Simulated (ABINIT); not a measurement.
The system is Ag.

```
Ag
1.0
     0.00000    2.04275    2.04275
     2.04275    0.00000    2.04275
     2.04275    2.04275    0.00000
Ag
1
Direct
  0.00000 0.00000 0.00000
```

Base run:

* Program: ABINIT 10.8.3 (patched build)
* Functional: r2SCAN
* Potentials or basis: SG15 NC PBE v1.2
* Cutoff: 844 eV
* k mesh: 11 × 11 × 11
* Occupations: fermi-dirac, width 0.05 eV
* Spin: no spin polarisation

Its results: band gap on the k mesh none (metal or under the smearing width); pressure 0.6 GPa.

Task: The run is repeated on the same cell with these changes: potentials or basis from SG15 NC PBE v1.2 to Ansatz PAW PBE default generated set, frozen core; cutoff from 844 eV to 490 eV. What comes out?

Result: Band gap on the k mesh none (metal or under the smearing width); pressure 1.1 GPa.

Caveats: the potentials were made for another functional, which shifts forces and pressure (some runs); the PAW data sets were made with another functional, which shifts forces and pressure a little (some runs).
